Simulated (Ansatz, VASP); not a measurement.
## SiC in VASP and in Ansatz

Contents of INCAR:

```
SYSTEM = SiC
PREC = Accurate
ENCUT = 520
EDIFF = 1E-6
ISMEAR = 0
SIGMA = 0.05
LREAL = .False.
LASPH = .True.
NELM = 60
ALGO = Normal
ISIF = 2
LWAVE = .False.
LCHARG = .False.
GGA = PE
NBANDS = 11
```

The input KPOINTS:

```
Automatic mesh
0
Gamma
  12 12 12
  0 0 0
```

File POSCAR:

```
SiC
1.0
   -0.9130227875      1.8260455750      1.8260455750
    1.8260455750     -0.9130227875      1.8260455750
    1.8260455750      1.8260455750     -0.9130227875
Si C
1 1
Direct
    0.0000000000      0.0000000000      0.0000000000
    0.7500000000      0.7500000000      0.7500000000
```

Input for Ansatz:

```yaml
crystal:
  lattice:
    - [-0.9130227875, 1.826045575, 1.826045575]
    - [1.826045575, -0.9130227875, 1.826045575]
    - [1.826045575, 1.826045575, -0.9130227875]
  atoms:
    - { symbol: Si, position: [0.0, 0.0, 0.0] }
    - { symbol: C, position: [0.75, 0.75, 0.75] }
basis:
  ecutwfc: 420
kpoints:
  mp_grid: { grid: [12, 12, 12] }
hamiltonian:
  xc: pbe
scf:
  occupations: { method: gaussian, width: 0.05 }
output:
  forces: true
  stress: true
  eigenvalues: true
  write_density: true
  write_potential: true
  elf: true
  volumetric_format: npy
```

Alike in both runs: task single point; functional PBE; k mesh 12 × 12 × 12; occupations gaussian, width 0.05 eV; no spin polarisation.

|  | VASP | Ansatz |
| --- | --- | --- |
| version | VASP 6.6.1 | Ansatz 0.2.0 |
| potentials or method | VASP PAW PBE potentials, release 64 (Si, C) | scalar-relativistic, plane waves, PAW |
| plane-wave cutoff (eV) | 520 | 420 |
| valence electrons in the cell | 8 | 8 |

VASP gave:

* gap on the k mesh at the Fermi level (eV): none
* rms of the force components (eV/Å): 36.046

Q: Estimate Ansatz's values.

A: gap on the k mesh at the Fermi level (eV): none; rms of the force components (eV/Å): 36.868.

Atom by atom the forces differ by 0.822 eV/Å (rms over components). A gap of «none» marks a metal or a gap that the smearing closes.

Caveats: forces of over 1 eV/Å show positions far from the minimum, so gaps and moduli don't describe the material at rest.
